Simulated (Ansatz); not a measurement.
# NaH: how the settings move a single-point run

How sensitive is a single-point run of NaH to its settings? A reference run comes first, then one run with altered input.

Method: reference: DFT, PBE, all-electron LAPW, non-relativistic, in Ansatz 0.2.0.

**1. Starting point**

The structure is cubic, space group Fm-3m (No. 225). The conventional cell has a = 4.880 Å, b = 4.880 Å, c = 4.880 Å, α = 90.00°, β = 90.00°, γ = 90.00°. Around Na (site symmetry m-3m) lie 6 H at 2.44 Å. H (site symmetry m-3m) is surrounded by 6 Na at 2.44 Å.

Coordinates:

```
CELL_PARAMETERS angstrom
0.00000 2.44000 2.44000
2.44000 0.00000 2.44000
2.44000 2.44000 0.00000
ATOMIC_POSITIONS crystal
Na 0.00000 0.00000 0.00000
H 0.50000 0.50000 0.50000
```

**2. Baseline**

File input.yaml:

```yaml
crystal:
  lattice:
    - [0.0, 2.44, 2.44]
    - [2.44, 0.0, 2.44]
    - [2.44, 2.44, 0.0]
  atoms:
    - { symbol: Na, position: [0.0, 0.0, 0.0] }
    - { symbol: H, position: [0.5, 0.5, 0.5] }
kpoints:
  mp_grid: { grid: [9, 9, 9] }
  band_path:
    path:
      - [0.0, 0.0, 0.0]
      - [0.5, 0.0, 0.5]
      - [0.625, 0.25, 0.625]
      - [0.375, 0.375, 0.75]
      - [0.0, 0.0, 0.0]
      - [0.5, 0.5, 0.5]
      - [0.5, 0.25, 0.75]
      - [0.5, 0.0, 0.5]
    npoints: 5
scf:
  occupations: { method: fermi_dirac, width: 0.03 }
hamiltonian:
  xc: pbe
  pseudopotentials:
    kind: all_electron
    lapw: { basis_error: 0.001 }
    relativity: none
output:
  forces: true
  stress: true
  eigenvalues: true
```

On the command line:

```console
$ ansatz run input.yaml --threads 1 --pin off --max-ram 2048MiB --backend cpu --events-out ev --progress --plain --runs-dir out
```

**3. Changing settings: dr2_threshold 1.0e-08**

Changes to input.yaml since step 2:

```diff
@@ -23,2 +23,3 @@
   occupations: { method: fermi_dirac, width: 0.03 }
+  convergence: { dr2_threshold: 1.0e-08 }
 hamiltonian:
```

Q: Predict the outcome of this session. Wanted: for each run, ending; energy change; pressure; gap; force.

The runs gave:

```tsv
run	ending	energy change	pressure (GPa)	gap (eV)	force (eV/Å)	cycles	time
reference	converged	0	-0.6	4.02	0.00	6	1.9 s
1: dr2_threshold 1.0e-08	converged	0.0 meV/atom	-0.6	4.02	0.00	6	2.6 s
```

Residual by cycle in the longest SCF loop of each run; runs are numbered as in the table. The quantity is the density residual dr2, in eV.

```tsv
cycle	reference	run 1
1	0.707	0.707
2	0.0585	0.0585
3	7.8e-4	7.8e-4
4	8.0e-5	8.0e-5
5	1.1e-6	1.1e-6
6	4.4e-9	4.4e-9
```

Energy and cycle count are those of the reference, so the change (convergence setting) left the result and the number of cycles as they were.

The gaps are Kohn-Sham values of a semilocal functional, not quasiparticle or optical gaps. Such gaps usually fall short of the measured ones.
